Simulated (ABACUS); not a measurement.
The system is GaN.

```
Ga N
1.0
     0.00000    2.25350    2.25350
     2.25350    0.00000    2.25350
     2.25350    2.25350    0.00000
Ga N
1 1
Cartesian
  0.0000 0.0000 0.0000
  1.1268 1.1268 1.1268
```

The cell is a database's computed one.

Base run:

```yaml
Program: ABACUS 3.10.1
Functional: PBE
Potentials_or_basis: SG15 ONCV 1.2 PBE
Cutoff: 1361 eV
Density_cutoff: 5442 eV
Basis: DZP LCAO (the cutoffs set its grid)
k_mesh: 9 × 9 × 9
Occupations: fermi-dirac, width 0.05 eV
Spin: no spin polarisation
```

Its results: band gap on the k mesh 2.05 eV, direct; pressure 7.7 GPa.

Question: The run is repeated on the same cell with these changes: functional from PBE to r2SCAN; k mesh from 9 × 9 × 9 to 7 × 7 × 7. What comes out?

Answer: Band gap on the k mesh 2.15 eV, direct; pressure 0.3 GPa.

Several settings changed at once, so the effect can't be laid on one alone.

Caveats: the atomic orbitals were generated for these runs and aren't a published set; an odd mesh through Γ misses points on the zone boundary, where band edges often lie; the basis of atomic orbitals isn't converged, which shifts pressures, moduli and gaps; the potentials were made for another functional, which shifts forces and pressure (some runs).

Not every run made on this cell is shown here.
